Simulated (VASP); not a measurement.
# Na: relaxation of cell and atoms with PBE

The system is Na.

```
Na
1.0
     3.41753    0.00000    0.00000
     0.00000    3.41753    0.00000
     0.00000    0.00000    3.41753
Na
1
Direct
  0.50000 0.50000 0.50000
```

The cell was built by a generator and needn't be a form met in nature.

The cell isn't the ideal one: random cell by space group and Wyckoff sites (P4/mmm, No. 123).

- Program: VASP 6.6.1
- Task: relaxation of cell and atoms
- Functional: PBE
- Potentials or basis: VASP PAW PBE potentials, release 64 (Na_pv)
- Cutoff: 600 eV
- k mesh: 16 × 16 × 16
- Occupations: gaussian, width 0.1 eV
- Spin: no spin polarisation
- Dipole correction: no
- Further INCAR settings: ALGO = Fast; EDIFF = 1e-06; IBRION = 2; EDIFFG = -0.01; NSW = 100; ISIF = 3

- Pressure after relaxing: 0.0 GPa
- Band gap on the k mesh: none (metal or under the smearing width)

Final structure:
```cif
data_structure
_symmetry_space_group_name_H-M 'P 1'
_symmetry_Int_Tables_number 1
_cell_length_a 3.4175
_cell_length_b 3.4175
_cell_length_c 3.4175
_cell_angle_alpha 90.000
_cell_angle_beta 90.000
_cell_angle_gamma 90.000
_cell_volume 39.91
loop_
_atom_site_label
_atom_site_type_symbol
_atom_site_fract_x
_atom_site_fract_y
_atom_site_fract_z
_atom_site_occupancy
Na1 Na 0.50000 0.50000 0.50000 1
```

Levels at points of the mesh, in eV from the Fermi level:
```
           k point  band 1  band 2  band 3  band 4  band 5  band 6  band 7
(0.00, 0.00, 0.00)  -25.13  -25.13  -25.13   -3.15    8.18    8.18    9.44
(0.50, 0.00, 0.00)  -25.18  -25.13  -25.13    0.03    0.16   10.44   11.83
(0.50, 0.50, 0.00)  -25.17  -25.17  -25.13    2.94    2.94    3.16    3.93
(0.50, 0.50, 0.50)  -25.17  -25.17  -25.17    5.81    5.81    5.81    5.90
```

It took 34 s on 1 thread of AMD EPYC 7R43 64-Core Processor (Zen 3), with other jobs on the host, peak memory 0.15 GiB.

Caveat: the relaxation stopped at its first step, so nothing moved.
